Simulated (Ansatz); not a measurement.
**BN (BN (110), 4 layers): how the settings move a single-point run**

Question: which choices in the input matter for BN (BN (110), 4 layers)?

Method: reference: DFT, PBE, all-electron LAPW, scalar-relativistic, in Ansatz 0.2.0.

### Step 1. The starting structure

It takes space group Pmn2_1 (No. 31, orthorhombic). Conventional cell: a = 2.563 Å, b = 12.822 Å, c = 3.625 Å, α = 90.00°, β = 90.00°, γ = 90.00°. B (site symmetry m) has 3 N at 1.46 to 1.49 Å as nearest neighbours. N (site symmetry m) has 3 B at 1.46 to 1.53 Å as nearest neighbours. Around B (site symmetry m) lie 4 N at 1.53 to 1.73 Å. N (site symmetry m) is surrounded by 3 B at 1.49 to 1.54 Å.

Structure file:

```cif
data_structure
_symmetry_space_group_name_H-M 'Pmn2_1'
_symmetry_Int_Tables_number 31
_cell_length_a 2.5631
_cell_length_b 12.8220
_cell_length_c 3.6247
_cell_angle_alpha 90.000
_cell_angle_beta 90.000
_cell_angle_gamma 90.000
_cell_volume 119.12
loop_
_atom_site_label
_atom_site_type_symbol
_atom_site_symmetry_multiplicity
_atom_site_Wyckoff_symbol
_atom_site_fract_x
_atom_site_fract_y
_atom_site_fract_z
_atom_site_occupancy
B1 B 2 a 0.00000 0.13162 0.83353 1
N1 N 2 a 0.50000 0.14904 0.65003 1
B2 B 2 a 0.50000 0.05809 0.37648 1
N2 N 2 a 0.00000 0.05409 0.13998 1
```

### Step 2. Baseline

input.yaml

```yaml
crystal:
  lattice:
    - [2.5630581729, 0.0, 0.0]
    - [0.0, 3.6247116293, 0.0]
    - [0.0, 0.0, 12.822]
  atoms:
    - { symbol: B, position: [0.0, 0.8335332904, 0.3683759009] }
    - { symbol: "N", position: [0.5, 0.6500267814, 0.350959129] }
    - { symbol: B, position: [0.5, 0.3764761338, 0.4419057576] }
    - { symbol: "N", position: [0.0, 0.1399764569, 0.4459070975] }
    - { symbol: B, position: [0.0, 0.876467969, 0.5580961598] }
    - { symbol: "N", position: [0.5, 0.639970544, 0.5540915862] }
    - { symbol: B, position: [0.5, 0.3335278475, 0.6316242923] }
    - { symbol: "N", position: [0.0, 0.150020977, 0.649040871] }
kpoints:
  mp_grid: { grid: [12, 8, 1] }
scf:
  occupations: { method: fermi_dirac, width: 0.02 }
hamiltonian:
  xc: pbe
  pseudopotentials: { kind: all_electron, lapw: { basis_error: 0.001 } }
output:
  forces: true
  stress: true
  eigenvalues: true
efield:
  axis: 3
  amplitude: 0
  dipole_correction: true
```

Run with:

```
> ansatz run input.yaml --threads 3 --pin off --max-ram 8192MiB --backend cpu --events-out ev --progress --plain --runs-dir out
```

### Step 3. Changing settings: mp_grid.grid [10, 6, 1]

input.yaml: that of step 2 with these lines changed.

```diff
@@ -15,3 +15,3 @@
 kpoints:
-  mp_grid: { grid: [12, 8, 1] }
+  mp_grid: { grid: [10, 6, 1] }
 scf:
```

Before running it: what results should come out? Wanted: for each run, ending; energy change; gap; force.

**Answer**, as computed:

| run | ending | energy change | gap (eV) | force (eV/Å) | cycles | time |
| --- | --- | --- | --- | --- | --- | --- |
| reference | converged | 0 | 2.60 | 0.01 | 9 | 33 s |
| 1: mp_grid.grid [10, 6, 1] | converged | 0.0 meV/atom | 2.60 | 0.01 | 9 | 24 s |

Residual by cycle in the longest SCF loop of each run; runs are numbered as in the table. The quantity is the density residual dr2, in eV.

| cycle | reference | run 1 |
| --- | --- | --- |
| 1 | 14.2 | 14.2 |
| 2 | 1.29 | 1.29 |
| 3 | 0.409 | 0.409 |
| 4 | 0.0222 | 0.0222 |
| 5 | 0.00131 | 0.00132 |
| 6 | 8.4e-5 | 8.4e-5 |
| 7 | 5.7e-6 | 5.7e-6 |
| 8 | 1.8e-7 | 1.8e-7 |
| 9 | 1.1e-8 | 1.0e-8 |

Changing the k-point mesh leaves the energy as it was (0.0 meV/atom).

The gaps are Kohn-Sham values of a semilocal functional, not quasiparticle or optical gaps. Such gaps usually fall short of the measured ones.
